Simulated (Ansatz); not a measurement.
A plane-wave DFT run in Ansatz 0.2.0 (scalar-relativistic PAW potentials unless the input names others): input and command.

```yaml
crystal:
  lattice:
    - [2.9764078219, 0.0, 0.0]
    - [0.0, 4.2092763088, 0.0]
    - [0.0, 2.1046381544, 1.9310011296]
  atoms:
    - { symbol: Al, position: [0.0, 0.0, 0.0] }
    - { symbol: Ni, position: [0.5, 0.5, 0.0] }
basis:
  ecutwfc: "400 eV"
kpoints:
  mp_grid: { grid: [12, 8, 18] }
hamiltonian:
  xc: pbesol
scf:
  occupations: { method: cold, width: 0.001 }
  mixing: { algorithm: anderson, beta: 0.2 }
output:
  forces: true
  eigenvalues: true
  stress: true
relax:
  adjacent_minimum: "off"
  f_tol: 0.01
  max_steps: 50
  cell: { fix: [a, b, gamma], stress_tol: 0.1 }
```

```bash
ansatz run input.yaml --threads 4 --pin off --max-ram 10240MiB --backend cpu --events-out ev --progress --plain --runs-dir out
```

Abridged log:
```
Warning: basis.ecutwfc = 400 eV is below the records' recommended 420 eV, and the density's cutoff is lower with it unless basis.ecutrho_ratio is high enough to keep the records' density cutoff: compare with a run at a higher cutoff
Warning: crystal.symmetry: narrowed to the stabiliser of the k-point mesh — unitary ops 8 → 4; excluded 4 operations that carry a point of the 12×8×18 mesh (shift [0, 0, 0]) off the mesh (the run samples exactly the mesh kpoints.mp_grid names, as under crystal.symmetry.detect: false, and its converged state has the mesh's symmetry, not the crystal's; ε∞, the Born charges and the force constants of a linear response (`dielectric:` by the response, `phonons.method: dfpt`) are averaged over those of the crystal's operations that the state keeps within a tolerance, where `mesh_tensors`, `unaverage ...
Basis set: ecut = 400 eV, 441 PW (Γ), exchange–correlation on 40×60×40 points (8 copies of the dense FFT grid, shifted against one another)
Bands: 15, of which v1, the nominal top of the filled ones, is band 11 counted from 1 (10 counted from 0)
Symmetry: 4 space group operations
k-points: 518 of 1728
SCF iter   1: F=—  HF=-6330.789483 eV  |F-HF|=—  |Δ(HF+E_count)|=         —  Δρ=1.77e-2  dr2=4.39e-2  ethr=1.77e-3  ⟨swp⟩=5.0  Hψ=36751  notcnv=0
SCF iter   2: F=—  HF=-6330.785022 eV  |F-HF|=—  |Δ(HF+E_count)|=   4.46e-3  S|Δr|=    0.00e0  Δρ=7.71e-3  dr2=1.22e-2  ethr=2.09e-4  ⟨swp⟩=2.8  Hψ=16270  notcnv=0  defer=240  κ⁻¹=1.0e0(r=1)
SCF iter   3: F=—  HF=-6330.783439 eV  |F-HF|=—  |Δ(HF+E_count)|=   1.58e-3  S|Δr|=    0.00e0  Δρ=1.74e-3  dr2=3.05e-4  ethr=5.81e-5  ⟨swp⟩=2.5  Hψ=11019  notcnv=0  defer=240  κ⁻¹=1.5e-3(r=2)
SCF iter   4: F=—  HF=-6330.783328 eV  |F-HF|=—  |Δ(HF+E_count)|=   1.11e-4  S|Δr|=    0.00e0  Δρ=2.77e-4  dr2=3.48e-6  ethr=1.45e-6  ⟨swp⟩=2.4  Hψ=13854  notcnv=0  defer=240  κ⁻¹=1.9e-5(r=3)
SCF iter   5: F=—  HF=-6330.783305 eV  |F-HF|=—  |Δ(HF+E_count)|=   2.33e-5  S|Δr|=    0.00e0  Δρ=2.99e-4  dr2=8.11e-6  ethr=1.66e-8  ⟨swp⟩=2.0  Hψ=14831  notcnv=0  defer=240  κ⁻¹=3.9e-6(r=4)
SCF iter   6: F=—  HF=-6330.783306 eV  |F-HF|=—  |Δ(HF+E_count)|=   1.31e-6  S|Δr|=    0.00e0  Δρ=3.62e-5  dr2=7.00e-8  ethr=4.76e-10  ⟨swp⟩=4.9  Hψ=32997  notcnv=0  κ⁻¹=2.5e-7(r=5)
SCF iter   7: F=-6330.783306 eV  HF=-6330.783306 eV  |F-HF|=2.32e-8  |Δ(HF+E_count)|=   2.41e-8  S|Δr|=    0.00e0  Δρ=2.16e-5  dr2=3.08e-8  ethr=3.33e-10  ⟨swp⟩=3.1  Hψ=20794  notcnv=0
the search or the solves at the SCF's close seem to have found levels that the self-consistency loop had missed (the run counts 1). By its estimate they hold under 1e-12 electrons; where the run keeps them, the occupations were computed again with them
SCF 1 converged in 7 iterations: F = -6330.783306 eV  dr2 = 3.08e-8
relax step   1: F+E_penalty+E_count = -6330.78330632 eV  Δ(F+E_penalty+E_count) = +0.000e0 eV  max|allowed force component| = 0.000e0 eV/Å  Δτ_max = 0.0000 Å  P = -4.052 GPa  Ω = 24.193 Å³  fix = [a, b, gamma]  reactions: a -5.280, b -12.941 GPa (7 SCF iters, dr2 threshold 1.00e-7 eV, accepted)
Crystal: 2 atoms, lattice volume = 24.433 Å³
Initial density: handed on by an earlier stage of this run
Initial wavefunctions: those handed on with the density
SCF iter   1: F=—  HF=-6330.789949 eV  |F-HF|=—  |Δ(HF+E_count)|=         —  Δρ=1.48e-3  dr2=3.30e-4  ethr=1.43e-6  ⟨swp⟩=2.0  Hψ=53081  notcnv=0
   ...
SCF iter   4: F=-6330.791673 eV  HF=-6330.791673 eV  |F-HF|=2.37e-8  |Δ(HF+E_count)|=   1.27e-7  S|Δr|=    0.00e0  Δρ=1.91e-5  dr2=3.68e-8  ethr=7.61e-10  ⟨swp⟩=4.0  Hψ=24981  notcnv=0
SCF 6 converged in 4 iterations: F = -6330.791673 eV  dr2 = 3.68e-8
relax step   6: F+E_penalty+E_count = -6330.79167302 eV  Δ(F+E_penalty+E_count) = -3.193e-5 eV  max|allowed force component| = 6.508e-30 eV/Å  Δτ_max = 0.0000 Å  P = -7.350 GPa  Ω = 24.680 Å³  energy of the carried Pulay correction = -4.209e-4 eV  fix = [a, b, gamma]  reactions: a -8.235, b -13.753 GPa (4 SCF iters, dr2 threshold 1.60e-7 eV, accepted)
Initial wavefunctions: pseudopotential atomic-orbital guess (no wavefunctions were taken with the density)
SCF iter   1: F=—  HF=-6330.792248 eV  |F-HF|=—  |Δ(HF+E_count)|=         —  Δρ=6.97e-4  dr2=2.86e-6  ethr=1.71e-8  ⟨swp⟩=3.0  Hψ=62980  notcnv=0
SCF iter   2: F=—  HF=-6330.792218 eV  |F-HF|=—  |Δ(HF+E_count)|=   3.00e-5  S|Δr|=    0.00e0  Δρ=5.61e-4  dr2=2.25e-6  ethr=1.36e-8  ⟨swp⟩=1.5  Hψ=8186  notcnv=0  κ⁻¹=1.0e0(r=1)
SCF iter   3: F=—  HF=-6330.792211 eV  |F-HF|=—  |Δ(HF+E_count)|=   6.96e-6  S|Δr|=    0.00e0  Δρ=3.45e-4  dr2=6.88e-7  ethr=1.07e-8  ⟨swp⟩=1.0  Hψ=7770  notcnv=0  κ⁻¹=7.1e-2(r=2)
SCF iter   4: F=—  HF=-6330.792206 eV  |F-HF|=—  |Δ(HF+E_count)|=   4.39e-6  S|Δr|=    0.00e0  Δρ=1.02e-5  dr2=2.32e-8  ethr=3.28e-9  ⟨swp⟩=2.2  Hψ=12737  notcnv=0  κ⁻¹=1.2e-4(r=3)
SCF iter   5: F=—  HF=-6330.792206 eV  |F-HF|=—  |Δ(HF+E_count)|=   1.16e-8  S|Δr|=    0.00e0  Δρ=2.99e-6  dr2=2.13e-9  ethr=1.11e-10  ⟨swp⟩=2.2  Hψ=13285  notcnv=0  κ⁻¹=2.6e-5(r=4)
SCF iter   6: F=—  HF=-6330.792206 eV  |F-HF|=—  |Δ(HF+E_count)|=  7.59e-10  S|Δr|=    0.00e0  Δρ=1.81e-6  dr2=4.78e-10  ethr=1.02e-11  ⟨swp⟩=1.1  Hψ=8289  notcnv=0  κ⁻¹=9.3e-6(r=5)
SCF iter   7: F=-6330.792206 eV  HF=-6330.792206 eV  |F-HF|=7.28e-12  |Δ(HF+E_count)|=  1.67e-10  S|Δr|=    0.00e0  Δρ=3.94e-7  dr2=2.36e-11  ethr=1.00e-12  ⟨swp⟩=3.0  Hψ=28619  notcnv=0
SCF 7 converged in 7 iterations: F = -6330.792206 eV  dr2 = 2.36e-11
SCF converged after 7 iterations
Stability not checked: this state was not tested for a lower state beside it, because cold or Methfessel-Paxton smearing, or corrected tetrahedra, fill the levels in a way that the test cannot read (fill_not_monotonic; see scf.lower_state_search)
Free energy (F): -6330.792206 eV
Harris-Foulkes:  -6330.792206 eV  (|F-HF|=7.28e-12)
Internal energy: -6330.792205 eV  (E = F + TS)
E sigma→0 (E₀):  -6330.792206 eV
Entropy (-TS):   -0.000001 eV (-0.001 meV/atom)
Fermi energy:    13.328753 eV
--- Forces (eV/Å), atoms counted from 1 ---
  atom   1  Al     0.00000000     0.00000000     0.00000000
  atom   2  Ni     0.00000000     0.00000000     0.00000000
--- Stress (GPa, compression-positive) ---
       -8.217255       0.000000       0.000000
        0.000000     -13.726655       0.011075
        0.000000       0.011076       0.027885
  P = ⅓ Tr σ = -7.3053 GPa (-73.053 kbar)
--- Relaxed structure (6 steps of the walk, 6 accepted, 1 SCFs on fresh bases) ---
  F+E_penalty+E_count = -6330.79220638 eV   max|allowed force component| = 6.311e-30 eV/Å   (the final SCF, on the basis selected at the relaxed cell)
  cell:  # Å, volume = 24.6800 Å³
    - [2.9764078219, 0.0, 0.0]
    - [0.0, 4.20927582, -0.00201495]
    - [0.0, 2.10371355, 1.96890116]
  atoms:
    - { symbol: Al, position: [0.0, 0.0, 0.0] }
    - { symbol: Ni, position: [0.5, 0.49999999, 0.0] }
```

Apart from outputs and empty bands, the input differs from a reference run on usual settings in scf.occupations.method: "gaussian" → "cold"; scf.occupations.width: 0.1 → 0.001; basis.ecutwfc: 420 → "400 eV"; scf.mixing.algorithm: not typed → "anderson"; scf.mixing.beta: not typed → 0.2. The reference, at the same start, ended its own course with a relaxed volume of 12.34 Å³/atom, pressure -7.32 GPa, largest force 0.000 eV/Å, no gap on the mesh. This run converged in 38 SCF iterations over all its steps (reference: 32) with an energy at zero smearing 0.50 meV/atom above the reference's, a relaxed volume of 12.34 Å³/atom, pressure -7.31 GPa, largest force 0.000 eV/Å, no gap on the mesh. Its k mesh, for so narrow a smearing in a metal, and cutoff are looser than usual, yet energy, pressure and forces hardly moved.

Time: 16 s on 4 threads of Arm Neoverse V2, on a shared host, peak memory 0.47 GiB.